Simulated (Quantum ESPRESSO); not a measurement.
# Cr (Im-3m) in Quantum ESPRESSO: further runs

One crystal, Cr, is run at these levels: PBEsol; tasks: phonon dispersion, Wannier functions.

All numbers are computed with Quantum ESPRESSO 7.5; they aren't measurements. Logs are shortened: lines on timing, memory, paths and dates and some standing lists are left out, and cuts for length are marked.

### Step 1. The structure

The structure is cubic, space group Im-3m (No. 229). The conventional cell has a = 2.969 Å, b = 2.969 Å, c = 2.969 Å, α = 90.00°, β = 90.00°, γ = 90.00°. Cr (site symmetry m-3m) has 8 Cr at 2.57 Å as nearest neighbours.

### Step 2. Phonon dispersion, PBEsol, collinear spin, ferromagnetic start

pw.in reads:

```
&CONTROL
  calculation = 'scf'
  prefix = 'pwscf'
  outdir = './tmp'
  pseudo_dir = './pseudo'
  tprnfor = .true.
  tstress = .true.
  disk_io = 'low'
/
&SYSTEM
  ibrav = 0
  nat = 1
  ntyp = 1
  ecutwfc = 45
  ecutrho = 360
  nbnd = 16
  occupations = 'smearing'
  smearing = 'mp'
  degauss = 0.01999163
  nspin = 2
  starting_magnetization(1) = 0.2143
/
&ELECTRONS
  conv_thr = 2d-10
  electron_maxstep = 120
  mixing_beta = 0.3
/
ATOMIC_SPECIES
Cr    51.9961 cr_pbesol_v1.5.uspp.F.UPF
CELL_PARAMETERS angstrom
  -1.4844496776    1.4844496776    1.4844496776
   1.4844496776   -1.4844496776    1.4844496776
   1.4844496776    1.4844496776   -1.4844496776
ATOMIC_POSITIONS crystal
Cr     0.0000000000    0.0000000000    0.0000000000
K_POINTS automatic
12 12 12 0 0 0
```

relax.in reads:

```
&CONTROL
  calculation = 'vc-relax'
  prefix = 'pwscf'
  outdir = './tmp'
  pseudo_dir = './pseudo'
  tprnfor = .true.
  tstress = .true.
  disk_io = 'low'
  nstep = 40
  forc_conv_thr = 0.0001
  etot_conv_thr = 1d-06
/
&SYSTEM
  ibrav = 0
  nat = 1
  ntyp = 1
  ecutwfc = 45
  ecutrho = 360
  nbnd = 16
  occupations = 'smearing'
  smearing = 'mp'
  degauss = 0.01999163
  nspin = 2
  starting_magnetization(1) = 0.2143
/
&ELECTRONS
  conv_thr = 2d-10
  electron_maxstep = 120
  mixing_beta = 0.3
/
&IONS
  ion_dynamics = 'bfgs'
/
&CELL
  cell_dynamics = 'bfgs'
  press = 0
  press_conv_thr = 0.2
/
ATOMIC_SPECIES
Cr    51.9961 cr_pbesol_v1.5.uspp.F.UPF
CELL_PARAMETERS angstrom
  -1.4844496776    1.4844496776    1.4844496776
   1.4844496776   -1.4844496776    1.4844496776
   1.4844496776    1.4844496776   -1.4844496776
ATOMIC_POSITIONS crystal
Cr     0.0000000000    0.0000000000    0.0000000000
K_POINTS automatic
12 12 12 0 0 0
```

scf2.in reads:

```
&CONTROL
  calculation = 'scf'
  prefix = 'pwscf'
  outdir = './tmp'
  pseudo_dir = './pseudo'
  tprnfor = .true.
  tstress = .true.
  disk_io = 'low'
/
&SYSTEM
  ibrav = 0
  nat = 1
  ntyp = 1
  ecutwfc = 45
  ecutrho = 360
  nbnd = 16
  occupations = 'smearing'
  smearing = 'mp'
  degauss = 0.01999163
  nspin = 2
  starting_magnetization(1) = 0.2143
/
&ELECTRONS
  conv_thr = 1d-13
  electron_maxstep = 120
  mixing_beta = 0.3
  startingpot = 'file'
  startingwfc = 'file'
/
ATOMIC_SPECIES
Cr    51.9961 cr_pbesol_v1.5.uspp.F.UPF
CELL_PARAMETERS angstrom
  -1.4061318452    1.4061318452    1.4061318452
   1.4061318452   -1.4061318452    1.4061318452
   1.4061318452    1.4061318452   -1.4061318452
ATOMIC_POSITIONS crystal
Cr     0.0000000000    0.0000000000    0.0000000000
K_POINTS automatic
12 12 12 0 0 0
```

ph.in reads:

```
phonon_bands of Cr
&INPUTPH
  prefix = 'pwscf'
  outdir = './tmp'
  tr2_ph = 1d-16
  fildyn = 'dyn'
  niter_ph = 60
  alpha_mix(1) = 0.4
  ldisp = .true.
  nq1 = 2
  nq2 = 2
  nq3 = 2
/
```

q2r.in reads:

```
&INPUT
  fildyn = 'dyn'
  zasr = 'crystal'
  flfrc = 'fc'
/
```

matdyn.in reads:

```
&INPUT
  asr = 'crystal'
  flfrc = 'fc'
  flfrq = 'freq'
  q_in_cryst_coord = .true.
  flvec = ' '
/
80
 0.0000000000  0.0000000000  0.0000000000
 0.0312500000 -0.0312500000  0.0312500000
 0.0625000000 -0.0625000000  0.0625000000
 0.0937500000 -0.0937500000  0.0937500000
 0.1250000000 -0.1250000000  0.1250000000
 0.1562500000 -0.1562500000  0.1562500000
 0.1875000000 -0.1875000000  0.1875000000
 0.2187500000 -0.2187500000  0.2187500000
 0.2500000000 -0.2500000000  0.2500000000
 0.2812500000 -0.2812500000  0.2812500000
 0.3125000000 -0.3125000000  0.3125000000
 0.3437500000 -0.3437500000  0.3437500000
 0.3750000000 -0.3750000000  0.3750000000
 0.4062500000 -0.4062500000  0.4062500000
 0.4375000000 -0.4375000000  0.4375000000
 0.4687500000 -0.4687500000  0.4687500000
 0.5000000000 -0.5000000000  0.5000000000
 0.4545454545 -0.4545454545  0.5000000000
 0.4090909091 -0.4090909091  0.5000000000
 0.3636363636 -0.3636363636  0.5000000000
 0.3181818182 -0.3181818182  0.5000000000
 0.2727272727 -0.2727272727  0.5000000000
 0.2272727273 -0.2272727273  0.5000000000
 0.1818181818 -0.1818181818  0.5000000000
 0.1363636364 -0.1363636364  0.5000000000
 0.0909090909 -0.0909090909  0.5000000000
 0.0454545455 -0.0454545455  0.5000000000
 0.0000000000  0.0000000000  0.5000000000
 0.0000000000  0.0000000000  0.4583333333
 0.0000000000  0.0000000000  0.4166666667
 0.0000000000  0.0000000000  0.3750000000
 0.0000000000  0.0000000000  0.3333333333
 0.0000000000  0.0000000000  0.2916666667
 0.0000000000  0.0000000000  0.2500000000
 0.0000000000  0.0000000000  0.2083333333
 0.0000000000  0.0000000000  0.1666666667
 0.0000000000  0.0000000000  0.1250000000
 0.0000000000  0.0000000000  0.0833333333
 0.0000000000  0.0000000000  0.0416666667
 0.0000000000  0.0000000000  0.0000000000
 0.0166666667  0.0166666667  0.0166666667
 0.0333333333  0.0333333333  0.0333333333
 0.0500000000  0.0500000000  0.0500000000
 0.0666666667  0.0666666667  0.0666666667
 0.0833333333  0.0833333333  0.0833333333
 0.1000000000  0.1000000000  0.1000000000
 0.1166666667  0.1166666667  0.1166666667
 0.1333333333  0.1333333333  0.1333333333
 0.1500000000  0.1500000000  0.1500000000
 0.1666666667  0.1666666667  0.1666666667
 0.1833333333  0.1833333333  0.1833333333
 0.2000000000  0.2000000000  0.2000000000
 0.2166666667  0.2166666667  0.2166666667
 0.2333333333  0.2333333333  0.2333333333
 0.2500000000  0.2500000000  0.2500000000
 0.2666666667  0.2000000000  0.2666666667
 0.2833333333  0.1500000000  0.2833333333
 0.3000000000  0.1000000000  0.3000000000
 0.3166666667  0.0500000000  0.3166666667
 0.3333333333  0.0000000000  0.3333333333
 0.3500000000 -0.0500000000  0.3500000000
 0.3666666667 -0.1000000000  0.3666666667
 0.3833333333 -0.1500000000  0.3833333333
 0.4000000000 -0.2000000000  0.4000000000
 0.4166666667 -0.2500000000  0.4166666667
 0.4333333333 -0.3000000000  0.4333333333
 0.4500000000 -0.3500000000  0.4500000000
 0.4666666667 -0.4000000000  0.4666666667
 0.4833333333 -0.4500000000  0.4833333333
 0.5000000000 -0.5000000000  0.5000000000
 0.2500000000  0.2500000000  0.2500000000
 0.2222222222  0.2222222222  0.2777777778
 0.1944444444  0.1944444444  0.3055555556
 0.1666666667  0.1666666667  0.3333333333
 0.1388888889  0.1388888889  0.3611111111
 0.1111111111  0.1111111111  0.3888888889
 0.0833333333  0.0833333333  0.4166666667
 0.0555555556  0.0555555556  0.4444444444
 0.0277777778  0.0277777778  0.4722222222
 0.0000000000  0.0000000000  0.5000000000
```

matdyn_dos.in reads:

```
&INPUT
  asr = 'crystal'
  flfrc = 'fc'
  dos = .true.
  fldos = 'phdos'
  nk1 = 18
  nk2 = 18
  nk3 = 18
  deltaE = 2
  flvec = ' '
  flfrq = ' '
/
```

Potentials or basis: GBRV 1.5 PBEsol.

Command:

```bash
OMP_NUM_THREADS=1 pw.x -in pw.in > pw.out
OMP_NUM_THREADS=1 pw.x -in relax.in > relax.out
OMP_NUM_THREADS=1 pw.x -in scf2.in > scf2.out
OMP_NUM_THREADS=1 ph.x -in ph.in > ph.out
OMP_NUM_THREADS=1 q2r.x -in q2r.in > q2r.out
OMP_NUM_THREADS=1 matdyn.x -in matdyn.in > matdyn.out
OMP_NUM_THREADS=1 matdyn.x -in matdyn_dos.in > matdyn_dos.out
```

pw.out:

```text
This program is part of the open-source Quantum ESPRESSO suite
     for quantum simulation of materials; please cite
         "P. Giannozzi et al., J. Phys.:Condens. Matter 21 395502 (2009);
         "P. Giannozzi et al., J. Phys.:Condens. Matter 29 465901 (2017);
         "P. Giannozzi et al., J. Chem. Phys. 152 154105 (2020);
     in publications or presentations arising from this work. More details at

     Message from routine setup:
     using ibrav=0 with symmetry is DISCOURAGED, use correct ibrav instead

     G-vector sticks info
     --------------------
     sticks:   dense  smooth     PW     G-vecs:    dense   smooth      PW
     Sum         631     315    129                10149     3559     959

     Using Slab Decomposition

     bravais-lattice index     =            0
     lattice parameter (alat)  =       4.8588  a.u.
     unit-cell volume          =      88.2984 (a.u.)^3
     number of atoms/cell      =            1
     number of atomic types    =            1
     number of electrons       =        14.00
     number of Kohn-Sham states=           16
     kinetic-energy cutoff     =      45.0000  Ry
     charge density cutoff     =     360.0000  Ry
     scf convergence threshold =      2.0E-10
     mixing beta               =       0.3000
     number of iterations used =            8  plain     mixing
     Exchange-correlation= SLA  PW   PSX  PSC
                           (   1   4  10   8   0   0   0)

     celldm(1)=   4.858755  celldm(2)=   0.000000  celldm(3)=   0.000000
     celldm(4)=   0.000000  celldm(5)=   0.000000  celldm(6)=   0.000000

     crystal axes: (cart. coord. in units of alat)
               a(1) = (  -0.577350   0.577350   0.577350 )
               a(2) = (   0.577350  -0.577350   0.577350 )
               a(3) = (   0.577350   0.577350  -0.577350 )

     reciprocal axes: (cart. coord. in units 2 pi/alat)
               b(1) = ( -0.000000  0.866025  0.866025 )
               b(2) = (  0.866025 -0.000000  0.866025 )
               b(3) = (  0.866025  0.866025  0.000000 )

     PseudoPot. # 1 for Cr read from file:
     cr_pbesol_v1.5.uspp.F.UPF
     Pseudo is Ultrasoft + core correction, Zval = 14.0
     Generated by new atomic code, or converted to UPF format
     Using radial grid of  857 points,  6 beta functions with:
                l(1) =   0
                l(2) =   0
                l(3) =   1
                l(4) =   1
                l(5) =   2
                l(6) =   2
     Q(r) pseudized with  8 coefficients,  rinner =    0.950   0.950   0.950
                                                       0.950   0.950

     atomic species   valence    mass     pseudopotential
     Cr               14.00    51.99610     Cr( 1.00)

     Starting magnetic structure
     atomic species   magnetization
     Cr              0.214

     48 Sym. Ops., with inversion, found

   Cartesian axes

     site n.     atom                  positions (alat units)
         1        Cr     tau(   1) = (   0.0000000   0.0000000   0.0000000  )

     number of k points=    72  Methfessel-Paxton smearing, width (Ry)=  0.0200
                       cart. coord. in units 2pi/alat
        k(    1) = (   0.0000000   0.0000000   0.0000000), wk =   0.0005787
        k(    2) = (   0.0721688   0.0721688   0.0000000), wk =   0.0069444
        k(    3) = (   0.1443376   0.1443376   0.0000000), wk =   0.0069444
        k(    4) = (   0.2165064   0.2165064   0.0000000), wk =   0.0069444
        k(    5) = (   0.2886751   0.2886751   0.0000000), wk =   0.0069444
        k(    6) = (   0.3608439   0.3608439   0.0000000), wk =   0.0069444
[... 64 lines left out ...]
        k(   71) = (  -0.8660254  -0.0721688  -0.0721688), wk =   0.0069444
        k(   72) = (  -0.8660254  -0.8660254  -0.8660254), wk =   0.0005787

     Dense  grid:    10149 G-vectors     FFT dimensions: (  30,  30,  30)

     Smooth grid:     3559 G-vectors     FFT dimensions: (  24,  24,  24)

     Check: negative core charge=   -0.000012
     Generating pointlists ...
     new r_m :   0.4125 (alat units)  2.0042 (a.u.) for type    1

     Initial potential from superposition of free atoms

     starting charge      13.0000, renormalised to      14.0000

     negative rho (up, down):  6.062E-04 3.922E-04
     Starting wfcs are   10 randomized atomic wfcs +    6 random wfcs

     Self-consistent Calculation

     iteration #  1     ecut=    45.00 Ry     beta= 0.30
     Davidson diagonalization with overlap
     ethr =  1.00E-02,  avg # of iterations =  5.4

     negative rho (up, down):  6.700E-04 5.792E-04

     total energy              =    -175.01506370 Ry
     estimated scf accuracy    <       2.47817525 Ry

     total magnetization       =     0.55 Bohr mag/cell
     absolute magnetization    =     0.56 Bohr mag/cell

     iteration #  2     ecut=    45.00 Ry     beta= 0.30
     Davidson diagonalization with overlap
     ethr =  1.00E-02,  avg # of iterations =  1.5

     negative rho (up, down):  5.477E-04 6.565E-04

     total energy              =    -175.32327109 Ry
     estimated scf accuracy    <       0.09311694 Ry

     total magnetization       =     0.91 Bohr mag/cell
     absolute magnetization    =     0.92 Bohr mag/cell

     iteration #  3     ecut=    45.00 Ry     beta= 0.30
     Davidson diagonalization with overlap
     ethr =  6.65E-04,  avg # of iterations =  1.8

     negative rho (up, down):  9.066E-05 6.949E-04

     total energy              =    -175.35037832 Ry
     estimated scf accuracy    <       0.02694753 Ry

     total magnetization       =     0.78 Bohr mag/cell
     absolute magnetization    =     0.79 Bohr mag/cell

     iteration #  4     ecut=    45.00 Ry     beta= 0.30
     Davidson diagonalization with overlap
     ethr =  1.92E-04,  avg # of iterations =  1.6

     negative rho (up, down):  3.120E-04 6.725E-04

     total energy              =    -175.35172574 Ry
     estimated scf accuracy    <       0.05841252 Ry

     total magnetization       =     0.08 Bohr mag/cell
     absolute magnetization    =     0.12 Bohr mag/cell

     iteration #  5     ecut=    45.00 Ry     beta= 0.30
     Davidson diagonalization with overlap
     ethr =  1.92E-04,  avg # of iterations =  2.0

     negative rho (up, down):  3.769E-04 6.113E-04

     total energy              =    -175.37678650 Ry
     estimated scf accuracy    <       0.01995198 Ry

     total magnetization       =     0.15 Bohr mag/cell
     absolute magnetization    =     0.17 Bohr mag/cell

     iteration #  6     ecut=    45.00 Ry     beta= 0.30
     Davidson diagonalization with overlap
     ethr =  1.43E-04,  avg # of iterations =  1.0

     negative rho (up, down):  4.735E-04 5.110E-04

     total energy              =    -175.37084541 Ry
     estimated scf accuracy    <       0.01546316 Ry

     total magnetization       =     0.06 Bohr mag/cell
     absolute magnetization    =     0.08 Bohr mag/cell
[... 43 lines left out ...]
     total energy              =    -175.37417122 Ry
     estimated scf accuracy    <       0.00000429 Ry

     total magnetization       =     0.00 Bohr mag/cell
     absolute magnetization    =     0.00 Bohr mag/cell

     iteration # 11     ecut=    45.00 Ry     beta= 0.30
     Davidson diagonalization with overlap
     ethr =  3.06E-08,  avg # of iterations =  1.1

     negative rho (up, down):  4.953E-04 4.944E-04

     total energy              =    -175.37417284 Ry
     estimated scf accuracy    <       0.00000011 Ry

     total magnetization       =    -0.00 Bohr mag/cell
     absolute magnetization    =     0.00 Bohr mag/cell

     iteration # 12     ecut=    45.00 Ry     beta= 0.30
     Davidson diagonalization with overlap
     ethr =  7.68E-10,  avg # of iterations =  1.4

     negative rho (up, down):  4.950E-04 4.946E-04

     total energy              =    -175.37417287 Ry
     estimated scf accuracy    <       0.00000009 Ry

     total magnetization       =    -0.00 Bohr mag/cell
     absolute magnetization    =     0.00 Bohr mag/cell

     iteration # 13     ecut=    45.00 Ry     beta= 0.30
     Davidson diagonalization with overlap
     ethr =  6.09E-10,  avg # of iterations =  1.0

     negative rho (up, down):  4.948E-04 4.948E-04

     total energy              =    -175.37417290 Ry
     estimated scf accuracy    <       0.00000001 Ry

     total magnetization       =    -0.00 Bohr mag/cell
     absolute magnetization    =     0.00 Bohr mag/cell

     iteration # 14     ecut=    45.00 Ry     beta= 0.30
     Davidson diagonalization with overlap
     ethr =  9.85E-11,  avg # of iterations =  1.1

     negative rho (up, down):  4.948E-04 4.948E-04

     Magnetic moment per site  (integrated on atomic sphere of radius R)
     atom   1 (R=0.412)  charge= 12.3083  magn= -0.0000

     End of self-consistent calculation

     Number of k-points >= 100: set verbosity='high' to print the bands.

     the Fermi energy is    16.6443 ev

!    total energy              =    -175.37417291 Ry
     estimated scf accuracy    <          1.7E-10 Ry
     smearing contrib. (-TS)   =       0.00024348 Ry
     internal energy E=F+TS    =    -175.37441638 Ry

     The total energy is F=E-TS. E is the sum of the following terms:
     one-electron contribution =     -65.34808826 Ry
     hartree contribution      =      39.20144515 Ry
     xc contribution           =     -22.09086544 Ry
     ewald contribution        =    -127.13690784 Ry

     total magnetization       =    -0.00 Bohr mag/cell
     absolute magnetization    =     0.00 Bohr mag/cell

     convergence has been achieved in  14 iterations

     negative rho (up, down):  4.948E-04 4.948E-04

     Forces acting on atoms (cartesian axes, Ry/au):

     atom    1 type  1   force =     0.00000000    0.00000000    0.00000000

     Total force =     0.000000     Total SCF correction =     0.000000

     Computing stress (Cartesian axis) and pressure

     negative rho (up, down):  4.948E-04 4.948E-04
          total   stress  (Ry/bohr**3)                   (kbar)     P=     -324.11
  -0.00220326  -0.00000000  -0.00000000         -324.11       -0.00       -0.00
  -0.00000000  -0.00220326   0.00000000           -0.00     -324.11        0.00
  -0.00000000   0.00000000  -0.00220326           -0.00        0.00     -324.11

=------------------------------------------------------------------------------=
   JOB DONE.
=------------------------------------------------------------------------------=
```

It took 6 min on 1 thread of Arm Neoverse V2, shared host; peak memory 0.09 GiB.

What came out:

```yaml
Free_energy: -2386.3150 eV
Relaxed_volume: 11.12 Å³/atom
Relaxed_cell: a = 2.435 Å, b = 2.435 Å, c = 2.435 Å, α = 109.47°, β = 109.47°, γ = 109.47°
Space_group_after_relaxing_to_0.05_Å: Im-3m (No. 229)
Pressure_after_relaxing: -0.1 GPa
Band_gap_on_the_k_mesh: none (metal or under the smearing width)
Net_moment: 0.00 μB per cell
Absolute_moment: 0.00 μB per cell
Valence_electrons_inside_the_program's_atomic_spheres: Cr 12.31
Highest_phonon_frequency: 361 cm⁻¹
Zero-point_energy: 0.048 eV/atom
```

Step by step:
| step | energy change (eV) | largest force (eV/Å) | pressure (GPa) | volume (Å³) |
| --- | --- | --- | --- | --- |
| 1 | 0.0000 | 0.0000 | -32.41 | 13.08 |
| 2 | -0.2287 | 0.0000 | 2.13 | 11.04 |
| 3 | -0.2292 | 0.0000 | -0.64 | 11.15 |
| 4 | -0.2292 | 0.0000 | -0.01 | 11.12 |
| 5 | -0.2292 | 0.0000 | 0.01 | 11.12 |
| 6 | -0.2292 | 0.0000 | 0.01 | 11.12 |

Final structure:
```cif
data_structure
_symmetry_space_group_name_H-M 'P 1'
_symmetry_Int_Tables_number 1
_cell_length_a 2.4355
_cell_length_b 2.4355
_cell_length_c 2.4355
_cell_angle_alpha 109.471
_cell_angle_beta 109.471
_cell_angle_gamma 109.471
_cell_volume 11.12
loop_
_atom_site_label
_atom_site_type_symbol
_atom_site_fract_x
_atom_site_fract_y
_atom_site_fract_z
_atom_site_occupancy
Cr1 Cr 0.00000 0.00000 0.00000 1
```

Levels at points of the mesh, in eV from the Fermi level:
Spin up:
```tsv
k point	band 4	band 5	band 6	band 7	band 8	band 9	band 10	band 11
(0.00, 0.00, 0.00)	-42.46	-8.04	-0.93	-0.93	-0.93	1.21	1.21	22.59
(0.00, 0.00, -0.50)	-42.47	-4.65	-2.58	1.18	1.23	1.58	3.08	10.38
(-0.50, -0.50, -0.50)	-43.18	-4.59	-4.59	2.66	2.66	2.66	10.88	10.88
```
Spin down:
```csv
k point,band 3,band 4,band 5,band 6,band 7,band 8,band 9,band 10,band 11,band 12
"(0.00, 0.00, 0.00)",-42.46,-42.46,-8.04,-0.93,-0.93,-0.93,1.21,1.21,22.59,22.59
"(0.00, 0.00, -0.50)",-42.79,-42.47,-4.65,-2.58,1.18,1.23,1.58,3.08,10.38,17.33
"(-0.50, -0.50, -0.50)",-43.18,-43.18,-4.59,-4.59,2.66,2.66,2.66,10.88,10.88,10.88
```

Phonon frequencies in cm⁻¹ (negative: imaginary):
| q point | frequencies |
| --- | --- |
| (0.000, 0.000, 0.000) | 0 0 0 |
| (0.219, -0.219, 0.219) | 162 162 314 |
| (0.438, -0.438, 0.438) | 254 254 275 |
| (0.273, -0.273, 0.500) | 228 273 307 |
| (0.000, 0.000, 0.458) | 177 288 358 |
| (0.000, 0.000, 0.167) | 89 145 181 |
| (0.050, 0.050, 0.050) | 98 98 126 |
| (0.167, 0.167, 0.167) | 275 275 318 |
| (0.283, 0.150, 0.283) | 307 329 329 |
| (0.400, -0.200, 0.400) | 252 288 288 |
| (0.250, 0.250, 0.250) | 326 326 326 |
| (0.056, 0.056, 0.444) | 201 293 359 |

Phonon frequencies at the corners of the path (cm⁻¹, interpolated; i marks imaginary ones):
```csv
point,frequencies
Γ,0 0 0
H,259 259 259
N,178 290 361
P,326 326 326
```

Phonon states per cell in windows of 20 cm⁻¹ (negative: imaginary):
```
from (cm⁻¹)  total
          0   0.00
         20   0.00
         40   0.01
         60   0.01
         80   0.02
        100   0.04
        120   0.06
        140   0.09
        160   0.14
        180   0.22
        200   0.25
        220   0.29
        240   0.33
        260   0.34
        280   0.35
        300   0.23
        320   0.42
        340   0.22
```

Harmonic thermodynamics per atom at this volume (zero-point energy 47.7 meV, Debye temperature from the second moment 491 K):
```tsv
T (K)	free energy (meV)	entropy (k_B)	heat capacity Cv (k_B)
50	47.7	0.06	0.21
100	46.6	0.48	1.13
200	37.3	1.68	2.26
298.15	18.7	2.67	2.63
500	-41.0	4.09	2.86
800	-165.8	5.46	2.94
```

Caveat: the mesh is thin for the phonons of a metal; the volume moved by over 15 % at a fixed basis, so the end points are rough; the starting moments collapsed, and a magnetic state may lie lower; the q mesh is small, so phonon branches between its points and thermal values are rough.

[end of part 1 of 2]
